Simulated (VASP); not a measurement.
Here is a VASP 6.6.1 calculation.

Contents of INCAR:

```
  PREC = Accurate
  ENCUT = 520
  EDIFF = 1E-6
  ISMEAR = 0
  SIGMA = 0.05
  LREAL = F
  LASPH = T
  NELM = 80
  ALGO = Normal
  ISIF = 2
  LWAVE = F
  LCHARG = F
  GGA = PS
  NBANDS = 11
```

Contents of KPOINTS:

```
regular mesh
0
Gamma
  9 9 8
```

The input POSCAR:

```
MgO
1.0
    2.9380209034      0.0000000000      0.0000000000
   -1.4690104517      2.5444007392      0.0000000000
    0.0000000000      0.0000000000      2.6796800000
Mg O
1 1
Direct
    0.0000000000      0.0000000000      0.0000000000
    0.3333333333      0.6666666667      0.5559768331
```

Potentials or basis: VASP PAW PBE potentials, release 64 (Mg, O).

Run with:

```sh
$ cat potpaw_PBE.64/Mg/POTCAR potpaw_PBE.64/O/POTCAR > POTCAR
$ mpirun -np 1 vasp_std > vasp.out
```

Q: Estimate the largest force.

A: 0.518 eV/Å.

Q: Predict the band gap on the k mesh.

A: 2.89 eV, indirect (least direct gap 3.33 eV).

Q: What does it give for the pressure?

A: -2.4 GPa.

Forces in eV/Å, atoms in the order of the input:
```
Mg   0.000  0.000  0.518
O    0.000  0.000 -0.518
```

Caveat: the PAW data sets were made with another functional, which shifts forces and pressure a little; an odd mesh through Γ misses points on the zone boundary, where band edges often lie.
